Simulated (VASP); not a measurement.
# TePb (Fm-3m) in VASP: further runs

The runs below take TePb through relaxation of cell and atoms, with r2SCAN, PBEsol.

All numbers are computed with VASP 6.6.1; they aren't measurements. Logs are shortened: lines on timing, memory, paths and dates and some standing lists are left out, and cuts for length are marked.

## Step 1: The crystal as given

Symmetry: Fm-3m, No. 225, cubic system. Conventional cell: a = 6.462 Å, b = 6.462 Å, c = 6.462 Å, α = 90.00°, β = 90.00°, γ = 90.00°. Te (site symmetry m-3m) is surrounded by 6 Pb at 3.23 Å. Pb (site symmetry m-3m) is surrounded by 6 Te at 3.23 Å.

## Step 2: Relaxation of cell and atoms, r2SCAN, target pressure 5.02 GPa, at which the enthalpy is minimised

INCAR

```
PREC     = Accurate       # precision mode
ENCUT    = 600            # plane-wave cutoff, eV
EDIFF    = 1E-6           # SCF threshold, eV
ISMEAR   = 0              # smearing method
SIGMA    = 0.03           # smearing width, eV
LREAL    = False          # projectors in reciprocal space
LASPH    = True           # aspherical terms in the spheres
NELM     = 80             # most SCF steps
ALGO     = Normal         # electronic algorithm
ISIF     = 3              # what is computed and relaxed
LWAVE    = False          # write WAVECAR
LCHARG   = False          # write CHGCAR
METAGGA  = R2SCAN         # meta-GGA
LMIXTAU  = True         
IBRION   = 2              # ionic algorithm
NSW      = 90             # ionic steps
EDIFFG   = -0.01          # ionic threshold
PSTRESS  = 50.2
```

KPOINTS

```
Automatic mesh
0
Gamma
  8 8 8
```

POSCAR

```
TePb
1.0
    0.0000000000      3.2310000000      3.2310000000
    3.2310000000      0.0000000000      3.2310000000
    3.2310000000      3.2310000000      0.0000000000
Te Pb
1 1
Direct
    0.5000000000      0.5000000000      0.5000000000
    0.0000000000      0.0000000000      0.0000000000
```

Potentials or basis: VASP PAW PBE potentials, release 64 (Te, Pb_d).

Launch:

```
$ cat potpaw_PBE.64/Te/POTCAR potpaw_PBE.64/Pb_d/POTCAR > POTCAR
$ mpirun -np 1 vasp_std > vasp.out
```

OUTCAR:

```text
PREC = Accurate
   ENCUT = 600
   EDIFF = 1E-6
   ISMEAR = 0
   LREAL = False
   LASPH = True
   NELM = 80
   ISIF = 3
   METAGGA = R2SCAN
   IBRION = 2
   NSW = 90
   EDIFFG = -0.01
   PSTRESS = 50.2

 ion  position               nearest neighbor table
   1  0.500  0.500  0.500-   2 3.23   2 3.23   2 3.23   2 3.23   2 3.23   2 3.23
   2  0.000  0.000  0.000-   1 3.23   1 3.23   1 3.23   1 3.23   1 3.23   1 3.23

  LATTYP: Found a face centered cubic cell.
 ALAT       =     6.4620000000

  Lattice vectors:

 A1 = (   0.0000000000,   3.2310000000,   3.2310000000)
 A2 = (   3.2310000000,   0.0000000000,   3.2310000000)
 A3 = (   3.2310000000,   3.2310000000,   0.0000000000)

Analysis of symmetry for initial positions (statically):
=====================================================================
 Subroutine PRICEL returns:
 Original cell was already a primitive cell.

 Routine SETGRP: Setting up the symmetry group for a
 face centered cubic supercell.

 Subroutine GETGRP returns: Found 48 space group operations
 (whereof 48 operations were pure point group operations)
 out of a pool of 48 trial point group operations.

The static configuration has the point symmetry O_h .

Analysis of symmetry for dynamics (positions and initial velocities):
=====================================================================
 Subroutine PRICEL returns:
 Original cell was already a primitive cell.

 Routine SETGRP: Setting up the symmetry group for a
 face centered cubic supercell.

 Subroutine GETGRP returns: Found 48 space group operations
 (whereof 48 operations were pure point group operations)
 out of a pool of 48 trial point group operations.

The dynamic configuration has the point symmetry O_h .

 Subroutine INISYM returns: Found 48 space group operations
 (whereof 48 operations are pure point group operations),
 and found     1 'primitive' translations

----------------------------------------------------------------------------------------

                                     Primitive cell

  volume of cell :      67.4592

  direct lattice vectors                    reciprocal lattice vectors
     0.000000000  3.231000000  3.231000000    -0.154750851  0.154750851  0.154750851
     3.231000000  0.000000000  3.231000000     0.154750851 -0.154750851  0.154750851
     3.231000000  3.231000000  0.000000000     0.154750851  0.154750851 -0.154750851

  length of vectors
     4.569324020  4.569324020  4.569324020     0.268036337  0.268036337  0.268036337

  position of ions in fractional coordinates (direct lattice)
     0.500000000  0.500000000  0.500000000
     0.000000000  0.000000000  0.000000000

  ion indices of the primitive-cell ions
   primitive index   ion index
                 1           1
                 2           2

[... 70 lines left out ...]
   NELM   =     80;   NELMIN=  2; NELMDL= -5     # of ELM steps
   EDIFF  = 0.1E-05   stopping-criterion for ELM
   LREAL  =      F    real-space projection
   EDIFFG = -.1E-01   stopping-criterion for IOM
   NSW    =     90    number of steps for IOM
   IBRION =      2    ionic relax: 0-MD 1-quasi-New 2-CG
   NFREE  =      1    steps in history (QN), initial steepest desc. (CG)
   ISIF   =      3    stress and relaxation
   ISYM   =      2    0-nonsym 1-usesym 2-fastsym
   POTIM  = 0.5000    time-step for ionic-motion
   TEBEG  =    0.0;   TEEND  =   0.0 temperature during run
   PSTRESS=   50.2 pullay stress
   NELECT =      20.0000    total number of electrons
   NUPDOWN=      -1.0000    fix difference up-down
   EMIN   =  10.00;   EMAX   =-10.00  energy-range for DOS
   EFERMI =   0.00;   METHOD = LEGACY
   ISMEAR =     0;   SIGMA  =   0.03  broadening in eV -4-tet -1-fermi 0-gaus
   EFERMI_NEDOS =   21; number of points for ismear=-14 and -15
   IALGO  =     38    algorithm
   IMIX   =      4    mixing-type and parameters
     AMIX     =   0.40;   BMIX     =  1.00
     AMIX_MAG =   1.60;   BMIX_MAG =  1.00
  volume/ion in A,a.u.               =      33.73       227.62
  Fermi-wavevector in a.u.,A,eV,Ry     =   1.091619  2.062861 16.213147  1.191633
  Thomas-Fermi vector in A             =   2.227868
   LORBIT       =      0    0 simple, 1 ext, 2 COOP (PROOUT), +10 PAW based schemes
   METAGGA = R2SCAN    functional components
   LHFCALC =     F    Hartree Fock is set to
   AEXX    =    0.0000 exact exchange contribution
   IVDW    =     0    specifies the selected vdW correction
   LEPSILON=     F    determine dielectric tensor
   LRPA    =     F    only Hartree local field effects (RPA)
 conjugate gradient relaxation of ions
 non-spin polarized calculation
 Gauss-broadening in eV      SIGMA  =   0.03
  energy-cutoff  :      600.00
  volume of cell :       67.46
 maximum number of plane-waves:      2272
 NGX is ok and might be reduce to    40
   NGX = 19   NGY = 19   NGZ = 19

--------------------------------------- Ionic step        1  -------------------------------------------

 number of electron      19.9999998 magnetization

 Free energy of the ion-electron system (eV)
  ---------------------------------------------------
  ext. energy  EPLUGINS =         0.00000000
  ---------------------------------------------------
  free energy    TOTEN  =       -82.69550232 eV

  energy without entropy =      -82.69550232  energy(sigma->0) =      -82.69550232

 E-fermi :   5.7240     XC(G=0):  -9.8159

 val. band max:        5.5185620177   @ k =   0.5000   0.0000   0.0000
 cond. band min:       6.5398941005   @ k =   0.5000   0.0000   0.0000
 fundamental gap:      1.0213320828
 Fermi energy:         5.7239536864

 k-point     1 :       0.0000    0.0000    0.0000
  band No.  band energies     occupation
      1     -11.8618      2.00000
      2     -11.8618      2.00000
      3     -11.8496      2.00000
      4     -11.8496      2.00000
      5     -11.8496      2.00000
      6      -7.0054      2.00000
      7      -0.1187      2.00000
      8       4.0157      2.00000
      9       4.0157      2.00000
     10       4.0157      2.00000
     11       9.8638      0.00000
     12       9.8638      0.00000
     13       9.8638      0.00000
     14      11.6931      0.00000
[... 466 lines left out ...]
--------------------------------------- Ionic step        3  -------------------------------------------

 number of electron      20.0000003 magnetization

 Free energy of the ion-electron system (eV)
  ---------------------------------------------------
  ext. energy  EPLUGINS =         0.00000000
  ---------------------------------------------------
  free energy    TOTEN  =       -82.61561194 eV

  energy without entropy =      -82.61561194  energy(sigma->0) =      -82.61561194

 E-fermi :   6.5766     XC(G=0): -10.1170

 val. band max:        6.3885430548   @ k =   0.5000   0.0000   0.0000
 cond. band min:       7.2566857986   @ k =   0.5000   0.0000   0.0000
 fundamental gap:      0.8681427438
 Fermi energy:         6.5766069089

 k-point     1 :       0.0000    0.0000    0.0000
  band No.  band energies     occupation
      1     -11.1444      2.00000
      2     -11.1444      2.00000
      3     -11.1260      2.00000
      4     -11.1260      2.00000
      5     -11.1260      2.00000
      6      -6.7312      2.00000
      7       0.8986      2.00000
      8       4.5902      2.00000
      9       4.5902      2.00000
     10       4.5902      2.00000
     11      10.7622      0.00000
     12      10.7622      0.00000
     13      10.7622      0.00000
     14      12.3733      0.00000
[... 424 lines left out ...]
  energy  without entropy=      -82.6156119394  energy(sigma->0) =      -82.61561194

  enthalpy is  TOTEN    =       -80.6280037184 eV   P V=        1.9876082210

 reached required accuracy - stopping structural energy minimisation
```

OSZICAR:

```text
N       E                     dE             d eps       ncg     rms          rms(c)
DAV:   1     0.814022917142E+02    0.81402E+02   -0.10195E+04   818   0.156E+03
[... 39 lines left out ...]
DAV:   6    -0.826153320412E+02   -0.39112E-02   -0.85245E-03   812   0.828E-01    0.822E-02
DAV:   7    -0.826149168187E+02    0.41522E-03   -0.19334E-03   812   0.394E-01    0.546E-02
DAV:   8    -0.826150010193E+02   -0.84201E-04   -0.33857E-03   812   0.528E-01    0.211E-02
DAV:   9    -0.826156076016E+02   -0.60658E-03   -0.70467E-04   812   0.216E-01    0.113E-02
DAV:  10    -0.826156097241E+02   -0.21225E-05   -0.16299E-05  1020   0.407E-02    0.990E-03
DAV:  11    -0.826156116638E+02   -0.19397E-05   -0.28409E-06   812   0.218E-02    0.779E-03
DAV:  12    -0.826156119394E+02   -0.27565E-06   -0.33059E-07   406   0.752E-03
   3 F= -.80628004E+02 E0= -.80628004E+02  d E =-.461559E-01
```

Run time: 5.5 min. Hardware: 1 thread of AMD EPYC 9R45 (Zen 5), shared host; peak memory 0.25 GiB.

Results:

- Free energy: -82.6156 eV
- Relaxed volume: 31.72 Å³/atom
- Relaxed cell: a = 4.477 Å, b = 4.477 Å, c = 4.477 Å, α = 60.00°, β = 60.00°, γ = 60.00°
- Space group after relaxing (to 0.05 Å): Fm-3m (No. 225)
- Energy change on relaxing (the enthalpy is what falls): +39.9 meV/atom
- Ionic steps: 3
- Pressure after relaxing: 5.0 GPa
- Band gap on the k mesh: 0.87 eV, direct

Step by step:
| step | energy change (eV) | largest force (eV/Å) | pressure (GPa) | volume (Å³) |
| --- | --- | --- | --- | --- |
| 1 | 0.0000 | 0.0000 | 1.55 | 67.46 |
| 2 | 0.1969 | 0.0000 | 8.20 | 60.57 |
| 3 | 0.0799 | 0.0000 | 5.00 | 63.44 |

Final structure:
```xyz
2
Lattice="0.0000 3.1655 3.1655 3.1655 0.0000 3.1655 3.1655 3.1655 0.0000" Properties=species:S:1:pos:R:3 pbc="T T T"
Te    3.1655    3.1655    3.1655
Pb    0.0000    0.0000    0.0000
```

Caveat: the cell is relaxed towards a set pressure, so the enthalpy falls and the energy may rise; the PAW data sets were made with another functional, which shifts forces and pressure a little; spin-orbit coupling is left out, which as a rule narrows the gap of such compounds by several tenths of an eV. A k mesh can miss the band edges.

## Step 3: Relaxation of cell and atoms, r2SCAN, target pressure 5.02 GPa, at which the enthalpy is minimised

This run uses another cell than the first one, of 31.72 Å³/atom, 0.940 times its volume.

INCAR: that of step 2 with these lines changed.

```diff
@@ -2,3 +2,3 @@
 ENCUT    = 600            # plane-wave cutoff, eV
-EDIFF    = 1E-6           # SCF threshold, eV
+EDIFF    = 1E-7           # SCF threshold, eV
 ISMEAR   = 0              # smearing method
@@ -16,3 +16,3 @@
 NSW      = 90             # ionic steps
-EDIFFG   = -0.01          # ionic threshold
+EDIFFG   = -0.005         # ionic threshold
 PSTRESS  = 50.2
```

KPOINTS is that of step 2.

POSCAR

```
TePb                                    
1.0
    0.0000000000      3.1654531098      3.1654531098
    3.1654531098     -0.0000000000      3.1654531098
    3.1654531098      3.1654531098     -0.0000000000
  Te              Pb            
     1     1
Direct
     0.5000000000000000    0.5000000000000000    0.5000000000000000
     0.0000000000000000    0.0000000000000000    0.0000000000000000
```

Potentials or basis: VASP PAW PBE potentials, release 64 (Te, Pb_d).

Launch:

```
$ cat potpaw_PBE.64/Te/POTCAR potpaw_PBE.64/Pb_d/POTCAR > POTCAR
$ mpirun -np 1 vasp_std > vasp.out
```

OUTCAR:

```text
PREC = Accurate
   ENCUT = 600
   EDIFF = 1E-7
   ISMEAR = 0
   LREAL = False
   LASPH = True
   NELM = 80
   ISIF = 3
   METAGGA = R2SCAN
   IBRION = 2
   NSW = 90
   EDIFFG = -0.005
   PSTRESS = 50.2

 ion  position               nearest neighbor table
   1  0.500  0.500  0.500-   2 3.17   2 3.17   2 3.17   2 3.17   2 3.17   2 3.17
   2  0.000  0.000  0.000-   1 3.17   1 3.17   1 3.17   1 3.17   1 3.17   1 3.17

  LATTYP: Found a face centered cubic cell.
 ALAT       =     6.3309062196

  Lattice vectors:
[... 641 lines left out ...]
     12      10.2419      0.00000
     13      10.7609      0.00000
     14      13.5109      0.00000

 [... further k-points ...]
[... 5 lines left out ...]
  --------------------------------------------------------------------------------------
  -------------------------------------------------------------------------------------
  Total        1.9949905      1.9949905      1.9949905      0.0000000      0.0000000      0.0000000
  in kB       50.4236588     50.4236588     50.4236588      0.0000000      0.0000000      0.0000000
  external PRESSURE =       0.2236588 kB  Pullay stress =      50.2000000 kB

 VOLUME and BASIS-vectors are now :
 -----------------------------------------------------------------------------
  energy-cutoff  :      600.00
  volume of cell :       63.39
      direct lattice vectors                 reciprocal lattice vectors
    -0.000000000  3.164674307  3.164674307    -0.157994141  0.157994141  0.157994141
     3.164674307  0.000000000  3.164674307     0.157994141 -0.157994141  0.157994141
     3.164674307  3.164674307 -0.000000000     0.157994141  0.157994141 -0.157994141

 POSITION                                       TOTAL-FORCE (eV/Angst)
 -----------------------------------------------------------------------------------
      3.16467      3.16467      3.16467         0.000000     -0.000000      0.000000
     -0.00000      3.16467      3.16467         0.000000      0.000000     -0.000000
 -----------------------------------------------------------------------------------
    total drift:                               -0.000000     -0.000000      0.000000

  FREE ENERGIE OF THE ION-ELECTRON SYSTEM (eV)
  ---------------------------------------------------
  free  energy   TOTEN  =       -82.6138119798 eV

  energy  without entropy=      -82.6138119798  energy(sigma->0) =      -82.61381198

  enthalpy is  TOTEN    =       -80.6276704430 eV   P V=        1.9861415367

 reached required accuracy - stopping structural energy minimisation
```

OSZICAR:

```text
N       E                     dE             d eps       ncg     rms          rms(c)
DAV:   1     0.878510219700E+02    0.87851E+02   -0.10519E+04   818   0.163E+03
DAV:   2    -0.746650872110E+02   -0.16252E+03   -0.15993E+03   836   0.370E+02
DAV:   3    -0.866470931066E+02   -0.11982E+02   -0.11739E+02  1112   0.105E+02
DAV:   4    -0.869381260290E+02   -0.29103E+00   -0.29094E+00   920   0.191E+01
[... 22 lines left out ...]
DAV:   6    -0.826138117708E+02   -0.40459E-06   -0.19211E-06   818   0.137E-02    0.152E-03
DAV:   7    -0.826138120168E+02   -0.24602E-06   -0.71971E-07   824   0.886E-03    0.800E-04
DAV:   8    -0.826138115430E+02    0.47381E-06   -0.13897E-06   812   0.123E-02    0.355E-04
DAV:   9    -0.826138120344E+02   -0.49139E-06   -0.20212E-07   612   0.415E-03    0.192E-04
DAV:  10    -0.826138119798E+02    0.54617E-07   -0.12837E-08   424   0.182E-03
   2 F= -.80627670E+02 E0= -.80627670E+02  d E =-.166183E-05
```

CONTCAR:

```text
TePb
   1.00000000000000
    -0.0000000000000000    3.1646743072996197    3.1646743072996197
     3.1646743072996197    0.0000000000000000    3.1646743072996197
     3.1646743072996197    3.1646743072996197   -0.0000000000000000
  Te              Pb
     1     1
Direct
     0.5000000000000000    0.5000000000000000    0.5000000000000000
     1.0000000000000000    0.0000000000000000    0.0000000000000000

  0.00000000E+00  0.00000000E+00  0.00000000E+00
  0.00000000E+00  0.00000000E+00  0.00000000E+00
```

Run time: 3 min. Hardware: 1 thread of AMD EPYC 9R45 (Zen 5), shared host; peak memory 0.21 GiB.

What came out:

* Free energy: -82.6138 eV
* Relaxed volume: 31.69 Å³/atom
* Relaxed cell: a = 4.476 Å, b = 4.476 Å, c = 4.476 Å, α = 60.00°, β = 60.00°, γ = 60.00°
* Space group after relaxing (to 0.05 Å): Fm-3m (No. 225)
* Energy change on relaxing (the enthalpy is what falls): +0.7 meV/atom
* Ionic steps: 2
* Pressure after relaxing: 5.0 GPa
* Band gap on the k mesh: 0.87 eV, direct

The path:
| step | energy change (eV) | largest force (eV/Å) | pressure (GPa) | volume (Å³) |
| --- | --- | --- | --- | --- |
| 1 | 0.0000 | 0.0000 | 4.99 | 63.44 |
| 2 | 0.0015 | 0.0000 | 5.04 | 63.39 |

Final structure:
```
CELL_PARAMETERS angstrom
0.00000 3.16467 3.16467
3.16467 0.00000 3.16467
3.16467 3.16467 0.00000
ATOMIC_POSITIONS crystal
Te 0.50000 0.50000 0.50000
Pb 0.00000 0.00000 0.00000
```

Caveat: the cell is relaxed towards a set pressure, so the enthalpy falls and the energy may rise; the PAW data sets were made with another functional, which shifts forces and pressure a little; spin-orbit coupling is left out, which as a rule narrows the gap of such compounds by several tenths of an eV. A k mesh can miss the band edges.

(Continued in part 2 of 3.)
